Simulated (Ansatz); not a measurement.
# Al2O3 (Corundum): the cost of one run

Program: Ansatz 0.2.0. Level of theory: DFT, PBE, plane-wave PAW, default files, scalar-relativistic, frozen cores, as far as a step names no other. These are calculated values, not measurements.

### Step 1. Starting point

It takes space group R-3c (No. 167, trigonal). The conventional cell has a = 4.760 Å, b = 4.760 Å, c = 12.996 Å, α = 90.00°, β = 90.00°, γ = 120.00°. Al (site symmetry 3) is surrounded by 6 O at 1.85 to 1.97 Å. Around O (site symmetry 2) lie 4 Al at 1.85 to 1.97 Å.

As a file:

```xyz
10
Lattice="2.3803 1.3742 4.3319 -2.3803 1.3742 4.3319 0.0000 -2.7485 4.3319" Properties=species:S:1:pos:R:3 pbc="T T T"
Al    0.0000    0.0000    4.5765
Al    0.0000    0.0000    1.9213
Al    0.0000    0.0000    8.4191
Al    0.0000    0.0000   11.0743
O    -0.9203    1.3742    7.5808
O    -0.7300   -1.4841    7.5808
O     1.6503    0.1099    7.5808
O     0.9203   -1.3742    5.4148
O     0.7300    1.4841    5.4148
O    -1.6503   -0.1099    5.4148
```

The earlier run gave: gap on the mesh 6.22 eV, largest force 0.029 eV/Å, pressure 7.3 GPa.

Like atoms gathered into sites:

| site | atoms | first shell | V_zz (10²¹ V/m²) | η | C_Q (MHz) |
| --- | --- | --- | --- | --- | --- |
| Al | 1, 2, 3, 4 | 6 O at 1.85–1.97 Å | 0.59 | 0.00 | 2.10 (²⁷Al) |
| O | 5, 6, 7, 8, … | 4 Al at 1.85–1.97 Å; also 2 Al at 3.22 Å | -3.99 | 0.51 | 2.47 (¹⁷O) |

Conventions: |V_zz| ≥ |V_yy| ≥ |V_xx|, η = (V_xx − V_yy)/V_zz, C_Q = eQV_zz/h. Q values from Pyykkö, Mol. Phys. 116, 1328 (2018).

### Step 2. Ions relaxed at fixed cell

The input, input.yaml:

```yaml
crystal:
  lattice:
    - [2.38025, 1.3742379782, 4.3318666667]
    - [-2.38025, 1.3742379782, 4.3318666667]
    - [0.0, -2.7484759565, 4.3318666667]
  atoms:
    - { symbol: Al, position: [0.35216, 0.35216, 0.35216] }
    - { symbol: Al, position: [0.14784, 0.14784, 0.14784] }
    - { symbol: Al, position: [0.64784, 0.64784, 0.64784] }
    - { symbol: Al, position: [0.85216, 0.85216, 0.85216] }
    - { symbol: O, position: [0.55668, 0.94332, 0.25] }
    - { symbol: O, position: [0.25, 0.55668, 0.94332] }
    - { symbol: O, position: [0.94332, 0.25, 0.55668] }
    - { symbol: O, position: [0.44332, 0.05668, 0.75] }
    - { symbol: O, position: [0.75, 0.44332, 0.05668] }
    - { symbol: O, position: [0.05668, 0.75, 0.44332] }
kpoints:
  mp_grid: { grid: [8, 8, 8] }
scf:
  occupations: { method: fermi_dirac, width: 0.02 }
hamiltonian:
  xc: pbe
  pseudopotentials: { kind: paw, frozen_core: stored }
output:
  forces: true
  stress: true
  populations: true
  efg: { quadrupole_moments_barn: { Al: 0.1466, O: -0.02558 } }
relax:
  f_tol: 0.02
  max_steps: 60
```

Launch:

```sh
> ansatz run input.yaml --threads 4 --pin off --max-ram 8192MiB --backend cpu --events-out ev --progress --plain --runs-dir out
```

What time and memory should one allow on 4 threads of Intel Xeon 6975P-C (Granite Rapids), shared host?

About 4.5 s, with a peak of 0.51 GiB.
